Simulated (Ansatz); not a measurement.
**Si: one candidate of a structure search, part 1 of 3**

Aim: relax a trial structure of Si and see where it ends, then test the end with a random kick.

Computed with Ansatz 0.2.0 (DFT PBE, scalar-relativistic, plane waves, PAW, unless a step's input says otherwise).

### Step 1. The system as given

The structure is orthorhombic, space group Cmmm (No. 65). Conventional cell: a = 3.681 Å, b = 8.504 Å, c = 3.261 Å, α = 90.00°, β = 90.00°, γ = 90.00°. Around Si (site symmetry m2m) lie 4 Si at 2.21 to 2.22 Å. Si (site symmetry mmm) is surrounded by 4 Si at 2.22 Å.

Coordinates:

```cif
data_structure
_symmetry_space_group_name_H-M 'P 1'
_symmetry_Int_Tables_number 1
_cell_length_a 4.6331
_cell_length_b 4.6331
_cell_length_c 3.2607
_cell_angle_alpha 90.000
_cell_angle_beta 90.000
_cell_angle_gamma 133.194
_cell_volume 51.03
loop_
_atom_site_label
_atom_site_type_symbol
_atom_site_fract_x
_atom_site_fract_y
_atom_site_fract_z
_atom_site_occupancy
Si1 Si 0.67805 0.32195 0.50000 1
Si2 Si 0.32195 0.67805 0.50000 1
Si3 Si 0.50000 0.50000 0.00000 1
```

A structure generator made this guess: 4-connected net of one element (Cmmm, No. 65). Its size is a rough estimate.

### Step 2. The guess as it stands, on a coarse mesh

File input.yaml:

```yaml
crystal:
  lattice:
    - [1.84027919, -4.25199247, 0.0]
    - [1.84027919, 4.25199247, 0.0]
    - [0.0, 0.0, 3.2606844]
  atoms:
    - { symbol: Si, position: [0.67804846, 0.32195154, 0.5] }
    - { symbol: Si, position: [0.32195154, 0.67804846, 0.5] }
    - { symbol: Si, position: [0.5, 0.5, 0.0] }
basis:
  ecutwfc: 420
kpoints:
  mp_grid: { grid: [6, 6, 6] }
hamiltonian:
  xc: pbe
scf:
  occupations: { method: gaussian, width: 0.1 }
  lower_state_search: "off"
output:
  forces: true
  stress: true
  eigenvalues: true
```

Started as:

```console
ansatz run input.yaml --threads 1 --pin off --max-ram 2560MiB --backend cpu --events-out ev --progress --plain --runs-dir out
```

The program printed, shortened:

```text
Warning: RAYON_NUM_THREADS=1 ignored (pool sized by the plan → 1); use --threads N
[...]
Pseudopotentials: kind: paw
Pseudopotential: Si, paw, valence charge 4, recommended cutoff 420 eV (normal), Si.paw.azcp
Functional definition: PBE
[...]
Crystal: 3 atoms, lattice volume = 51.029 Å³
Basis set: ecut = 420 eV, 1007 PW (Γ), exchange–correlation on 64×64×48 points (8 copies of the dense FFT grid, shifted against one another)
Bands: 10, of which v1, the nominal top of the filled ones, is band 6 counted from 1 (5 counted from 0)
Symmetry: 8 space group operations
Space group: Cmmm (ITA 65), of the structure as read, at distance tolerance 3.7e-5 Å
k-points: 52 of 216
[...]
SCF converged after 6 iterations
Free energy (F): -1905.039155 eV
[...]
E sigma→0 (E₀):  -1905.035491 eV
Entropy (-TS):   -0.007328 eV (-2.443 meV/atom)
Fermi energy:    8.203801 eV
[...]
--- Forces (eV/Å), atoms counted from 1 ---
  atom   1  Si     0.00000000     0.10173739     0.00000000
  atom   2  Si     0.00000000    -0.10173739     0.00000000
  atom   3  Si     0.00000000     0.00000000     0.00000000
[...]
--- Stress (GPa, compression-positive) ---
       12.909204       0.000000       0.000000
        0.000000      29.616785       0.000000
        0.000000       0.000000      35.323261
  P = ⅓ Tr σ = 25.9498 GPa (259.498 kbar)
--- Band table (eV; the first three rows and the last of 52) ---
  k-point 0: bands = ["-5.4459", "1.6810", "1.7923", "5.5856", "6.3682", "7.6079", "9.3241", "9.8368", "11.6950", "12.1885"]
[...]
```

It took 1.4 s on 1 thread of Intel Xeon Platinum 8488C (Sapphire Rapids), shared host; peak memory 0.44 GiB.

Read-out: pressure 25.9 GPa, largest force 0.10 eV/Å, gap on this mesh none (metal). A guess like this is first relaxed loosely on the coarse mesh.

### Step 3. A loose first relaxation

input.yaml, as its differences from that of step 2:

```diff
@@ -22 +22,6 @@
   eigenvalues: true
+relax:
+  adjacent_minimum: "off"
+  f_tol: 0.04
+  max_steps: 70
+  cell: { stress_tol: 0.4 }
```

Started as:

```console
ansatz run input.yaml --threads 1 --pin off --max-ram 2560MiB --backend cpu --events-out ev --progress --plain --runs-dir out
```

The program printed:

```text
Warning: RAYON_NUM_THREADS=1 ignored (pool sized by the plan → 1); use --threads N
Engine: ansatz 0.2.0, x86_64-unknown-linux-gnu
Pseudopotentials: kind: paw
Pseudopotential: Si, paw, valence charge 4, recommended cutoff 420 eV (normal), Si.paw.azcp
Functional definition: PBE
  parameter kappa = 0.804
  parameter beta = 0.06672455060314922
  exchange = pbe_x(kappa = kappa, mu = beta*pi^2/3)
  correlation = pbe_c(beta = beta)
Crystal: 3 atoms, lattice volume = 51.029 Å³
Basis set: ecut = 420 eV, 1007 PW (Γ), exchange–correlation on 64×64×48 points (8 copies of the dense FFT grid, shifted against one another)
Bands: 10, of which v1, the nominal top of the filled ones, is band 6 counted from 1 (5 counted from 0)
Symmetry: 8 space group operations
Space group: Cmmm (ITA 65), of the structure as read, at distance tolerance 3.7e-5 Å
k-points: 52 of 216
Non-local potential: Si, projectors of the file, l = 0: 2, l = 1: 2, l = 2: 2
PAW form: soft (Blöchl's): semilocal exchange-correlation on the pseudo side does not see the compensation charge
PAW one-centre angular grid: Si, 110 points (default); XC on 64 Gauss nodes
Initial density: superposition of atomic densities (neutral atoms: chi_scale 0, normalization atom), corrected by the library's trained network
Initial wavefunctions: pseudopotential atomic-orbital guess
Functional: x = pbe(κ = 0.804, μ = 0.2195149727645171), c = pbe(β = 0.06672455060314922)
SCF iter   1: F=—  HF=-1905.042253 eV  |F-HF|=—  |Δ(HF+E_count)|=         —  Δρ=3.55e-3  dr2=1.57e-2  ethr=1.77e-3  ⟨swp⟩=5.8  Hψ=4055  notcnv=0
preconditioner: auto → none  [insulator: Δε(μ)=0.134 eV  Ē_g=8.757 eV  σ=0.100 eV  W_gap=0.64  n_scr=8 (ndim 8)  ℏωp=18.0 eV  f_vac=0.000  D(μ)=1.43/eV (n_scr^D=8)  ε∞_Penn≈5.2]
SCF iter   2: F=—  HF=-1905.039517 eV  |F-HF|=—  |Δ(HF+E_count)|=   2.74e-3  Δρ=1.66e-3  dr2=2.77e-3  ethr=1.30e-4  ⟨swp⟩=2.0  Hψ=1053  notcnv=0
SCF iter   3: F=—  HF=-1905.038994 eV  |F-HF|=—  |Δ(HF+E_count)|=   5.23e-4  Δρ=7.42e-4  dr2=1.75e-4  ethr=2.31e-5  ⟨swp⟩=2.5  Hψ=770  notcnv=0
SCF iter   4: F=—  HF=-1905.039152 eV  |F-HF|=—  |Δ(HF+E_count)|=   1.58e-4  Δρ=1.92e-4  dr2=9.91e-6  ethr=1.46e-6  ⟨swp⟩=2.5  Hψ=786  notcnv=0
SCF iter   5: F=—  HF=-1905.039154 eV  |F-HF|=—  |Δ(HF+E_count)|=   2.31e-6  Δρ=1.95e-5  dr2=1.29e-7  ethr=8.26e-8  ⟨swp⟩=2.3  Hψ=813  notcnv=0
SCF iter   6: F=-1905.039155 eV  HF=-1905.039155 eV  |F-HF|=1.20e-8  |Δ(HF+E_count)|=   3.77e-7  Δρ=3.68e-6  dr2=5.79e-9  ethr=8.33e-10  ⟨swp⟩=5.7  Hψ=2674  notcnv=0
SCF 1 converged in 6 iterations: F = -1905.039155 eV  dr2 = 5.79e-9
relax step   1: F+E_penalty+E_count = -1905.03915475 eV  Δ(F+E_penalty+E_count) = +0.000e0 eV  max|allowed force component| = 1.017e-1 eV/Å  Δτ_max = 0.0000 Å  P = +25.950 GPa  Ω = 51.029 Å³  (6 SCF iters, dr2 threshold 1.00e-7 eV, accepted)
Crystal: 3 atoms, lattice volume = 55.562 Å³
Basis set: ecut = 420 eV, 1071 PW (Γ), exchange–correlation on 64×64×48 points (8 copies of the dense FFT grid, shifted against one another)
Initial density: handed on by an earlier stage of this run
Initial wavefunctions: those handed on with the density
iter 1 solved again at ethr=3.01e-4 eV; its pass at ethr=3.10e-3 eV (dr2=3.61e-2 eV) is discarded
SCF iter   1: F=—  HF=-1905.699218 eV  |F-HF|=—  |Δ(HF+E_count)|=         —  Δρ=6.25e-3  dr2=3.56e-2  ethr=3.01e-4  ⟨swp⟩=1.0  Hψ=4716  notcnv=0
preconditioner: auto → none  [metal: Δε(μ)=0.016 eV  Ē_g=8.378 eV  σ=0.100 eV  W_gap=0.09  n_scr=8 (ndim 8)  ℏωp=17.3 eV  f_vac=0.000  D(μ)=2.13/eV (n_scr^D=20)]
SCF iter   2: F=—  HF=-1905.686919 eV  |F-HF|=—  |Δ(HF+E_count)|=   1.23e-2  Δρ=1.98e-3  dr2=2.24e-3  ethr=2.97e-4  ⟨swp⟩=2.1  Hψ=818  notcnv=0
SCF iter   3: F=—  HF=-1905.686321 eV  |F-HF|=—  |Δ(HF+E_count)|=   5.98e-4  Δρ=5.59e-4  dr2=1.29e-4  ethr=1.86e-5  ⟨swp⟩=2.1  Hψ=831  notcnv=0
SCF iter   4: F=—  HF=-1905.686310 eV  |F-HF|=—  |Δ(HF+E_count)|=   1.14e-5  Δρ=1.12e-4  dr2=1.51e-5  ethr=1.07e-6  ⟨swp⟩=2.2  Hψ=836  notcnv=0
SCF iter   5: F=—  HF=-1905.686309 eV  |F-HF|=—  |Δ(HF+E_count)|=   1.20e-6  Δρ=5.39e-5  dr2=4.61e-6  ethr=1.26e-7  ⟨swp⟩=2.1  Hψ=766  notcnv=0
SCF iter   6: F=-1905.686307 eV  HF=-1905.686307 eV  |F-HF|=4.90e-8  |Δ(HF+E_count)|=   1.04e-6  Δρ=1.45e-5  dr2=1.62e-7  ethr=2.50e-9  ⟨swp⟩=3.6  Hψ=2433  notcnv=0
SCF 2 converged in 6 iterations: F = -1905.686307 eV  dr2 = 1.62e-7
relax step   2: F+E_penalty+E_count = -1905.68630744 eV  Δ(F+E_penalty+E_count) = -6.472e-1 eV  max|allowed force component| = 1.902e-2 eV/Å  Δτ_max = 0.0278 Å  P = +12.443 GPa  Ω = 55.562 Å³  energy of the carried Pulay correction = -7.935e-4 eV  (6 SCF iters, dr2 threshold 3.00e-7 eV, accepted)
Crystal: 3 atoms, lattice volume = 59.849 Å³
Basis set: ecut = 420 eV, 1171 PW (Γ), exchange–correlation on 64×64×48 points (8 copies of the dense FFT grid, shifted against one another)
iter 1 solved again at ethr=2.71e-4 eV; its pass at ethr=3.10e-3 eV (dr2=3.25e-2 eV) is discarded
SCF iter   1: F=—  HF=-1905.988928 eV  |F-HF|=—  |Δ(HF+E_count)|=         —  Δρ=5.91e-3  dr2=3.21e-2  ethr=2.71e-4  ⟨swp⟩=1.0  Hψ=4737  notcnv=0
preconditioner: auto → none  [metal: Δε(μ)=0.020 eV  Ē_g=8.043 eV  σ=0.100 eV  W_gap=0.11  n_scr=8 (ndim 8)  ℏωp=16.6 eV  f_vac=0.000  D(μ)=1.39/eV (n_scr^D=8)]
SCF iter   2: F=—  HF=-1905.979124 eV  |F-HF|=—  |Δ(HF+E_count)|=   9.80e-3  Δρ=2.29e-3  dr2=3.24e-3  ethr=2.68e-4  ⟨swp⟩=2.2  Hψ=802  notcnv=0
SCF iter   3: F=—  HF=-1905.978707 eV  |F-HF|=—  |Δ(HF+E_count)|=   4.18e-4  Δρ=7.87e-4  dr2=8.44e-4  ethr=2.70e-5  ⟨swp⟩=2.9  Hψ=830  notcnv=0
SCF iter   4: F=—  HF=-1905.978525 eV  |F-HF|=—  |Δ(HF+E_count)|=   1.82e-4  Δρ=3.30e-4  dr2=5.48e-5  ethr=7.03e-6  ⟨swp⟩=2.2  Hψ=737  notcnv=0
SCF iter   5: F=—  HF=-1905.978558 eV  |F-HF|=—  |Δ(HF+E_count)|=   3.24e-5  Δρ=6.22e-5  dr2=1.63e-6  ethr=4.57e-7  ⟨swp⟩=2.3  Hψ=834  notcnv=0
SCF iter   6: F=-1905.978558 eV  HF=-1905.978558 eV  |F-HF|=4.40e-8  |Δ(HF+E_count)|=   7.43e-7  Δρ=1.02e-5  dr2=3.18e-8  ethr=2.50e-9  ⟨swp⟩=6.2  Hψ=2916  notcnv=0
SCF 3 converged in 6 iterations: F = -1905.978558 eV  dr2 = 3.18e-8
relax step   3: F+E_penalty+E_count = -1905.97855832 eV  Δ(F+E_penalty+E_count) = -2.923e-1 eV  max|allowed force component| = 3.026e-1 eV/Å  Δτ_max = 0.0379 Å  P = +2.711 GPa  Ω = 59.849 Å³  energy of the carried Pulay correction = -1.484e-3 eV  (6 SCF iters, dr2 threshold 3.00e-7 eV, accepted)
Crystal: 3 atoms, lattice volume = 61.193 Å³
Basis set: ecut = 420 eV, 1195 PW (Γ), exchange–correlation on 64×64×48 points (8 copies of the dense FFT grid, shifted against one another)
iter 1 solved again at ethr=2.53e-5 eV; its pass at ethr=3.10e-3 eV (dr2=3.04e-3 eV) is discarded
SCF iter   1: F=—  HF=-1905.998985 eV  |F-HF|=—  |Δ(HF+E_count)|=         —  Δρ=1.82e-3  dr2=3.08e-3  ethr=2.53e-5  ⟨swp⟩=1.1  Hψ=4305  notcnv=0
preconditioner: auto → none  [metal: Δε(μ)=0.095 eV  Ē_g=7.950 eV  σ=0.100 eV  W_gap=0.45  n_scr=8 (ndim 8)  ℏωp=16.4 eV  f_vac=0.000  D(μ)=1.35/eV (n_scr^D=8)]
SCF iter   2: F=—  HF=-1905.997958 eV  |F-HF|=—  |Δ(HF+E_count)|=   1.03e-3  Δρ=6.42e-4  dr2=2.95e-4  ethr=2.53e-5  ⟨swp⟩=2.3  Hψ=797  notcnv=0
SCF iter   3: F=—  HF=-1905.997951 eV  |F-HF|=—  |Δ(HF+E_count)|=   7.89e-6  Δρ=2.29e-4  dr2=8.32e-5  ethr=2.46e-6  ⟨swp⟩=2.7  Hψ=819  notcnv=0
SCF iter   4: F=—  HF=-1905.997931 eV  |F-HF|=—  |Δ(HF+E_count)|=   1.99e-5  Δρ=8.99e-5  dr2=4.39e-6  ethr=6.93e-7  ⟨swp⟩=2.2  Hψ=729  notcnv=0
SCF iter   5: F=-1905.997931 eV  HF=-1905.997931 eV  |F-HF|=4.36e-8  |Δ(HF+E_count)|=   1.31e-7  Δρ=1.87e-5  dr2=1.69e-7  ethr=2.50e-9  ⟨swp⟩=3.6  Hψ=2651  notcnv=0
SCF 4 converged in 5 iterations: F = -1905.997931 eV  dr2 = 1.69e-7
relax step   4: F+E_penalty+E_count = -1905.99793076 eV  Δ(F+E_penalty+E_count) = -1.937e-2 eV  max|allowed force component| = 1.552e-1 eV/Å  Δτ_max = 0.0033 Å  P = +0.309 GPa  Ω = 61.193 Å³  energy of the carried Pulay correction = -1.690e-3 eV  (5 SCF iters, dr2 threshold 3.00e-7 eV, accepted)
Crystal: 3 atoms, lattice volume = 61.760 Å³
Basis set: ecut = 420 eV, 1209 PW (Γ), exchange–correlation on 64×64×48 points (8 copies of the dense FFT grid, shifted against one another)
iter 1 solved again at ethr=7.24e-6 eV; its pass at ethr=3.10e-3 eV (dr2=8.68e-4 eV) is discarded
SCF iter   1: F=—  HF=-1905.999970 eV  |F-HF|=—  |Δ(HF+E_count)|=         —  Δρ=1.09e-3  dr2=8.79e-4  ethr=7.24e-6  ⟨swp⟩=2.4  Hψ=4301  notcnv=0
preconditioner: auto → none  [metal: Δε(μ)=0.016 eV  Ē_g=7.927 eV  σ=0.100 eV  W_gap=0.09  n_scr=8 (ndim 8)  ℏωp=16.4 eV  f_vac=0.000  D(μ)=1.47/eV (n_scr^D=8)]
SCF iter   2: F=—  HF=-1905.999839 eV  |F-HF|=—  |Δ(HF+E_count)|=   1.31e-4  Δρ=4.75e-4  dr2=1.72e-4  ethr=7.24e-6  ⟨swp⟩=2.3  Hψ=754  notcnv=0
SCF iter   3: F=—  HF=-1905.999872 eV  |F-HF|=—  |Δ(HF+E_count)|=   3.30e-5  Δρ=2.55e-4  dr2=3.78e-5  ethr=1.43e-6  ⟨swp⟩=2.2  Hψ=744  notcnv=0
SCF iter   4: F=—  HF=-1905.999871 eV  |F-HF|=—  |Δ(HF+E_count)|=   1.07e-6  Δρ=4.37e-5  dr2=6.93e-7  ethr=3.15e-7  ⟨swp⟩=2.4  Hψ=816  notcnv=0
SCF iter   5: F=-1905.999871 eV  HF=-1905.999871 eV  |F-HF|=7.26e-9  |Δ(HF+E_count)|=   2.25e-7  Δρ=6.89e-6  dr2=1.92e-8  ethr=2.50e-9  ⟨swp⟩=5.0  Hψ=2702  notcnv=0
SCF 5 converged in 5 iterations: F = -1905.999871 eV  dr2 = 1.92e-8
relax step   5: F+E_penalty+E_count = -1905.99987104 eV  Δ(F+E_penalty+E_count) = -1.940e-3 eV  max|allowed force component| = 5.015e-2 eV/Å  Δτ_max = 0.0119 Å  P = -0.088 GPa  Ω = 61.760 Å³  energy of the carried Pulay correction = -1.776e-3 eV  (5 SCF iters, dr2 threshold 3.00e-7 eV, accepted)
Crystal: 3 atoms, lattice volume = 61.594 Å³
iter 1 solved again at ethr=8.97e-7 eV; its pass at ethr=3.10e-3 eV (dr2=1.08e-4 eV) is discarded
SCF iter   1: F=—  HF=-1906.000651 eV  |F-HF|=—  |Δ(HF+E_count)|=         —  Δρ=4.46e-4  dr2=1.28e-4  ethr=8.97e-7  ⟨swp⟩=2.2  Hψ=4209  notcnv=0
preconditioner: auto → none  [metal: Δε(μ)=0.064 eV  Ē_g=7.932 eV  σ=0.100 eV  W_gap=0.33  n_scr=8 (ndim 8)  ℏωp=16.4 eV  f_vac=0.000  D(μ)=1.43/eV (n_scr^D=8)]
SCF iter   2: F=—  HF=-1906.000675 eV  |F-HF|=—  |Δ(HF+E_count)|=   2.47e-5  Δρ=1.82e-4  dr2=1.57e-5  ethr=8.97e-7  ⟨swp⟩=2.0  Hψ=812  notcnv=0
SCF iter   3: F=—  HF=-1906.000676 eV  |F-HF|=—  |Δ(HF+E_count)|=   3.87e-7  Δρ=3.53e-5  dr2=4.65e-7  ethr=1.31e-7  ⟨swp⟩=2.0  Hψ=822  notcnv=0
SCF iter   4: F=-1906.000676 eV  HF=-1906.000676 eV  |F-HF|=6.46e-8  |Δ(HF+E_count)|=   2.03e-7  Δρ=7.00e-6  dr2=8.64e-8  ethr=2.50e-9  ⟨swp⟩=5.0  Hψ=2610  notcnv=0
SCF 6 converged in 4 iterations: F = -1906.000676 eV  dr2 = 8.64e-8
relax step   6: F+E_penalty+E_count = -1906.00067594 eV  Δ(F+E_penalty+E_count) = -8.049e-4 eV  max|allowed force component| = 4.716e-3 eV/Å  Δτ_max = 0.0049 Å  P = -0.077 GPa  Ω = 61.594 Å³  energy of the carried Pulay correction = -1.751e-3 eV  (4 SCF iters, dr2 threshold 3.00e-7 eV, accepted)
Basis set: ecut = 420 eV, 1209 PW (Γ), exchange–correlation on 72×72×50 points (8 copies of the dense FFT grid, shifted against one another)
Initial wavefunctions: pseudopotential atomic-orbital guess (no wavefunctions were taken with the density)
iter 1 solved again at ethr=1.70e-7 eV; its pass at ethr=3.10e-3 eV (dr2=2.04e-5 eV) is discarded
SCF iter   1: F=—  HF=-1906.007709 eV  |F-HF|=—  |Δ(HF+E_count)|=         —  Δρ=2.49e-4  dr2=3.61e-6  ethr=1.70e-7  ⟨swp⟩=3.1  Hψ=5454  notcnv=0
preconditioner: auto → none  [metal: Δε(μ)=0.062 eV  Ē_g=7.932 eV  σ=0.100 eV  W_gap=0.32  n_scr=8 (ndim 8)  ℏωp=16.4 eV  f_vac=0.000  D(μ)=1.43/eV (n_scr^D=8)]
SCF iter   2: F=—  HF=-1906.007738 eV  |F-HF|=—  |Δ(HF+E_count)|=   2.92e-5  Δρ=1.27e-4  dr2=9.10e-7  ethr=3.01e-8  ⟨swp⟩=2.8  Hψ=866  notcnv=0
SCF iter   3: F=—  HF=-1906.007751 eV  |F-HF|=—  |Δ(HF+E_count)|=   1.22e-5  Δρ=1.03e-5  dr2=1.91e-7  ethr=7.58e-9  ⟨swp⟩=2.0  Hψ=831  notcnv=0
SCF iter   4: F=-1906.007751 eV  HF=-1906.007751 eV  |F-HF|=1.73e-9  |Δ(HF+E_count)|=   3.30e-8  Δρ=2.13e-6  dr2=1.80e-9  ethr=1.60e-11  ⟨swp⟩=4.3  Hψ=2432  notcnv=0
SCF 7 converged in 4 iterations: F = -1906.007751 eV  dr2 = 1.80e-9
relax step   7: F+E_penalty+E_count = -1906.00775051 eV  Δ(F+E_penalty+E_count) = -7.075e-3 eV  max|allowed force component| = 2.585e-3 eV/Å  Δτ_max = 0.0000 Å  P = +0.053 GPa  Ω = 61.594 Å³  stress off target by 1.58e-1 GPa  SCF on the basis re-selected at this cell (its energy is not comparable with the rows above)  (4 SCF iters)
basis re-selected at this cell: Δ(F+E_penalty+E_count) = -7.075e-3 eV, ΔP = +0.131 GPa vs the last step (what re-selecting the basis moved, of the pressure what is left beyond the Pulay correction that the steps carried, after the strain that the cell walked since its last selection, with what the two solves' SCF thresholds leave and, on support functions, any second-order correction that the steps lacked; it is no measure of the basis error at this ecutwfc). The dense FFT grid was sized anew with the basis: this SCF ran on 36×36×25 points, the steps before it on 32×32×24, so part of this shift can come from that change (see relax.cell in the input reference). This SCF's stress stands 1.58e-1 GPa from its target on what of the cell is left free (relax.cell.stress_tol is 4.00e-1 GPa) and its largest allowed force component is 2.58e-3 eV/Å (relax.f_tol is 4.00e-2 eV/Å): within both
SCF converged after 4 iterations
Free energy (F): -1906.007751 eV
Harris-Foulkes:  -1906.007751 eV  (|F-HF|=1.73e-9)
Internal energy: -1906.000605 eV  (E = F + TS)
E sigma→0 (E₀):  -1906.004178 eV
Entropy (-TS):   -0.007146 eV (-2.382 meV/atom)
Fermi energy:    6.072027 eV
--- Per-component energies (eV) ---
  E_band       = 11.907985
  E_kinetic    = 118.845282
  E_local      = -83.589951  (includes V_loc(G=0)·N_el)
  E_nonlocal   = 77.663868
  E_hartree    = 22.346631
  E_xc         = -164.646772
  E_vxc        = -138.951371  (∫ρ·V_xc dr)
  E_paw        = -1537.626666  (= ΣΔE_a)
  E_vpaw       = -6.753194  (= ΣTr[D̂ρ^β])
  E_aug_tail   = 0.000019  (compensation charges beyond the density's cutoff)
  E_ewald      = -338.993016
  E_smearing   = -0.007146  (= −TS)
  E_closure    = -0.000000  (closes the sum)
  Σ components = -1906.007751   (vs F -1906.007751, Δ=0.00e0)
--- Forces (eV/Å), atoms counted from 1 ---
  atom   1  Si     0.00000000    -0.00258460    -0.00000000
  atom   2  Si    -0.00000000     0.00258460     0.00000000
  atom   3  Si     0.00000000     0.00000000     0.00000000
  max |Σ_I F_I| component: 1.11e-16 eV/Å
--- Stress (GPa, compression-positive) ---
       -0.025937       0.000000      -0.000000
        0.000000       0.027630       0.000000
       -0.000000       0.000000       0.157965
  P = ⅓ Tr σ = 0.0532 GPa (0.532 kbar)
--- Band table (eV; the first three rows and the last of 52) ---
  k-point 0: bands = ["-6.0154", "-0.1805", "0.2396", "3.9466", "4.9155", "6.4930", "7.2280", "8.4687", "9.1765", "10.2648"]
  k-point 1: bands = ["-5.7382", "-0.2868", "0.5285", "2.4672", "5.0565", "6.7683", "7.2337", "8.3733", "8.8029", "9.6464"]
  k-point 2: bands = ["-4.9534", "-1.3585", "1.3822", "1.7718", "4.8837", "5.3774", "6.4614", "7.5759", "9.2686", "10.9983"]
  k-point 51: bands = ["-3.2699", "-1.8430", "-1.6601", "0.7237", "5.1833", "7.8914", "8.0712", "9.1361", "10.4704", "10.7668"]
--- Relaxed structure (6 steps of the walk, 6 accepted, 1 SCFs on fresh bases) ---
  F+E_penalty+E_count = -1906.00775051 eV   max|allowed force component| = 2.585e-3 eV/Å   (the final SCF, on the basis selected at the relaxed cell)
  cell:  # Å, volume = 61.5938 Å³
    - [1.837280707153129, -4.645703648204349, 0.0]
    - [1.837280707153129, 4.645703648204349, 0.0]
    - [0.0, 0.0, 3.6081116568936853]
  atoms:
    - { symbol: Si, position: [0.6715458501873505, 0.32845414981264953, 0.5000000000000001] }
    - { symbol: Si, position: [0.32845414981264953, 0.6715458501873505, 0.5000000000000001] }
    - { symbol: Si, position: [0.5, 0.5, 0.0] }
```

Wall time 10 s (1 thread of Intel Xeon Platinum 8488C (Sapphire Rapids), shared host); peak memory 0.47 GiB.

Step by step:

```
step  E - E(step 1) (eV/cell)  largest force component (eV/Å)  pressure (GPa)  volume (Å³)
   1                   0.0000                          0.1017           25.95        51.03
   2                  -0.6472                          0.0190           12.44        55.56
   3                  -0.9394                          0.3026            2.71        59.85
   4                  -0.9588                          0.1552            0.31        61.19
   5                  -0.9607                          0.0501           -0.09        61.76
   6                  -0.9615                          0.0047           -0.08        61.59
   7                  -0.9686                          0.0026            0.05        61.59
```

Step 1 is the start. Step 7 repeats the geometry before it on a plane-wave basis chosen anew for that cell, so its energy need not be comparable with the rows above.

Lengths and angles in the start's conventional setting:

|  | before | after | change |
| --- | --- | --- | --- |
| a (Å) | 3.681 | 3.675 | -0.2 % |
| b (Å) | 8.504 | 9.291 | +9.3 % |
| c (Å) | 3.261 | 3.608 | +10.7 % |
| volume (Å³/atom) | 17.01 | 20.53 | +20.7 % |
| shortest distance (Å) | 2.210 | 2.345 | +6.1 % |
| space group (0.01 Å) | Cmmm | Cmmm | same |

Forces and stress were held to the start's 8 operations: a distortion of lower symmetry was not tested.

(Continued in part 2 of 3.)
